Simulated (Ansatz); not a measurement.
A run of Ansatz 0.2.0 is set up as follows.

Contents of input.yaml:

```yaml
crystal:
  lattice:
    - [0.0, 2.325, 2.325]
    - [2.325, 0.0, 2.325]
    - [2.325, 2.325, 0.0]
  atoms:
    - { symbol: Hf, position: [0.5, 0.5, 0.5] }
    - { symbol: C, position: [0.0, 0.0, 0.0] }
kpoints:
  mp_grid: { grid: [10, 10, 10] }
scf:
  occupations: { method: gaussian, width: 0.026 }
hamiltonian:
  xc: pbe
  pseudopotentials: { kind: all_electron, lapw: { basis_error: 0.001 } }
output:
  forces: true
  stress: true
  eigenvalues: true
```

Potentials or basis: all-electron LAPW, scalar-relativistic.

Command:

```bash
$ ansatz run input.yaml --threads 1 --pin off --max-ram 3072MiB --backend cpu --events-out ev --progress --plain --runs-dir out
```

(1) Predict the band gap on the k mesh.

(2) Estimate the pressure.

Answers

(1) none (metal or under the smearing width).

(2) 0.3 GPa.
